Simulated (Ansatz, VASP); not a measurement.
## KF in VASP and in Ansatz

Contents of INCAR:

```
PREC = Accurate
ENCUT = 520
EDIFF = 1E-7
ISMEAR = -1
SIGMA = 0.05
LREAL = False
LASPH = True
NELM = 80
ALGO = Normal
ISIF = 2
LWAVE = False
LCHARG = True
GGA = PE
LELF = True
LVHAR = True
NBANDS = 15
```

File KPOINTS:

```
Automatic mesh
0
Gamma
  8 8 8
```

POSCAR

```
KF
1.0
    3.2589550000      0.0000000000      0.0000000000
    0.0000000000      3.2589550000      0.0000000000
    0.0000000000      0.0000000000      3.2589550000
K F
1 1
Direct
    0.0000000000      0.0000000000      0.0000000000
    0.5000000000      0.5000000000      0.5000000000
```

File input.yaml:

```yaml
crystal:
  lattice:
    - [3.258955, 0.0, 0.0]
    - [0.0, 3.258955, 0.0]
    - [0.0, 0.0, 3.258955]
  atoms:
    - { symbol: K, position: [0.0, 0.0, 0.0] }
    - { symbol: F, position: [0.5, 0.5, 0.5] }
kpoints:
  mp_grid: { grid: [8, 8, 8] }
scf:
  occupations: { method: fermi_dirac, width: 0.05 }
hamiltonian:
  xc: pbe
  pseudopotentials: { kind: all_electron, lapw: { basis_error: 0.001 } }
output:
  forces: true
  stress: true
  eigenvalues: true
  populations: true
```

The cell comes from a database or a generator and needn't be the stable form of this composition.

Alike in both runs: task single point; functional PBE; k mesh 8 × 8 × 8; occupations fermi-dirac, width 0.05 eV; no spin polarisation.

|  | VASP | Ansatz |
| --- | --- | --- |
| version | VASP 6.6.1 | Ansatz 0.2.0 |
| potentials or method | VASP PAW PBE potentials, release 64 (K_sv, F) | all-electron LAPW, scalar-relativistic |
| plane-wave cutoff (eV) | 520 | see its input |

VASP gave:

```
gap on the k mesh at the Fermi level (eV) : 6.26
least direct gap on the mesh (eV)         : 6.31
pressure (GPa)                            : 0.0
```

Problem. Which values does Ansatz return?

Solution. gap on the k mesh at the Fermi level (eV): 6.27; least direct gap on the mesh (eV): 6.32; pressure (GPa): 0.0.

Ansatz ran all-electron here, so the differences hold the error of VASP's frozen core and of both bases.

A k mesh can miss the band edges. As with any semilocal functional, this PBE gap is likely too small.
